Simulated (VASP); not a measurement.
**A VASP 6.6.1 single-point calculation on LiH**

INCAR

```
ENCUT = 520
IBRION = -1
LASPH = .TRUE.
EDIFF = 1E-7
LREAL = .FALSE.
LWAVE = .FALSE.
GGA = PE
ISMEAR = 1
LCHARG = .FALSE.
ISIF = 2
SIGMA = 0.1
NELM = 62
PREC = Accurate
NSW = 0
NBANDS = 9
```

KPOINTS

```
KPOINTS created by Atomic Simulation Environment
0
Gamma
10 10 10
0 0 0
```

POSCAR

```
Li H
 1.0000000000000000
     0.0000000000000000    2.1451220099000001    2.1208821312000001
     2.1451220099000001    0.0000000000000000    2.1208821312000001
     2.1451220099000001    2.1451220099000001    0.0000000000000000
 Li  H
   1   1
Cartesian
  0.0000000000000000  0.0000000000000000  0.0000000000000000
  1.0725610049500001  1.0725610049500001  1.0604410656000001
```

The recommended PBE PAW datasets give the neutral cell 4 valence electrons.

Command

```
mpirun -np 1 vasp_std
```

**Question.** How does this run end, and what does it give?

**Answer.** It converged. Results: gap between bands v and c on the k mesh 4.23 eV; least direct gap on the k mesh 5.29 eV; pressure 0.1 GPa. Band v is the last that the valence electrons fill when counted band by band, and c is the next.

OSZICAR

```
N       E                     dE             d eps       ncg     rms          rms(c)
DAV:   1    -0.713869879281E+00   -0.71387E+00   -0.13989E+03  1844   0.387E+02
DAV:   2    -0.628011444103E+01   -0.55662E+01   -0.55275E+01  2561   0.596E+01
DAV:   3    -0.637297156478E+01   -0.92857E-01   -0.92796E-01  2219   0.645E+00
DAV:   4    -0.637374773701E+01   -0.77617E-03   -0.77611E-03  2460   0.501E-01
DAV:   5    -0.637375638086E+01   -0.86439E-05   -0.86435E-05  2230   0.369E-02    0.331E+00
DAV:   6    -0.610158951732E+01    0.27217E+00   -0.25971E-01  1946   0.143E+00    0.162E+00
DAV:   7    -0.602495930318E+01    0.76630E-01   -0.29380E-01  2064   0.173E+00    0.289E-01
DAV:   8    -0.603030538951E+01   -0.53461E-02   -0.11597E-02  2166   0.544E-01    0.527E-02
DAV:   9    -0.603026314599E+01    0.42244E-04   -0.23865E-04  2401   0.703E-02    0.894E-03
DAV:  10    -0.603026309697E+01    0.49014E-07   -0.11322E-05  2284   0.229E-02    0.507E-03
DAV:  11    -0.603026254581E+01    0.55117E-06   -0.15877E-06  2601   0.372E-03    0.693E-04
DAV:  12    -0.603026242870E+01    0.11711E-06   -0.30691E-08  1444   0.129E-03    0.411E-04
DAV:  13    -0.603026240287E+01    0.25828E-07   -0.64705E-09  1102   0.435E-04
   1 F= -.60302624E+01 E0= -.60303910E+01  d E =0.385732E-03
```

For comparison, a separate PBE run of the intended cell, on usual settings and not on those above, gives a gap of 4.23 eV on its mesh and a pressure of 0.1 GPa.
